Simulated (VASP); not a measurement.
Set up this calculation in VASP 6.6.1, as the native input.

| Property | Result |
| --- | --- |
| Task | single point |
| Functional | PBE |
| Potentials or basis | VASP PAW PBE potentials, release 64 (Cd) |
| Cutoff | 520 eV |
| k mesh | 18 × 18 × 18 |
| Occupations | gaussian, width 0.15 eV |
| Spin | no spin polarisation |
| Dipole correction | no |
| Further INCAR settings | ALGO = Normal; EDIFF = 1e-07; NBANDS = 12 |

The structure of Cd lies in POSCAR:

```
Cd
1.0
    0.0000000000      2.2181497500      2.2181497500
    2.2181497500      0.0000000000      2.2181497500
    2.2181497500      2.2181497500      0.0000000000
Cd
1
Direct
    0.0000000000      0.0000000000      0.0000000000
```

This isn't the form of Cd at room conditions, which is hcp.

These files were run (other wordings do the same):

INCAR

```
PREC = Accurate ; ENCUT = 520
EDIFF = 1E-7 ; ISMEAR = 0
SIGMA = 0.15 ; LREAL = F
LASPH = T ; NELM = 100
ALGO = Normal ; ISIF = 2
LWAVE = F ; LCHARG = F
GGA = PE ; NBANDS = 12
```

KPOINTS

```
Automatic mesh
0
Gamma
  18 18 18
```

Potentials or basis: VASP PAW PBE potentials, release 64 (Cd).

Command:

```bash
$ cat potpaw_PBE.64/Cd/POTCAR > POTCAR
$ mpirun -np 1 vasp_std > vasp.out
```

Results of the run:

| Item | Value |
| --- | --- |
| Pressure | 2.4 GPa |
| Band gap on the k mesh | none (metal or under the smearing width) |

Run time: 13 s on 1 thread of Intel(R) Xeon(R) 6975P-C (Granite Rapids) (shared host), peak memory 0.17 GiB.
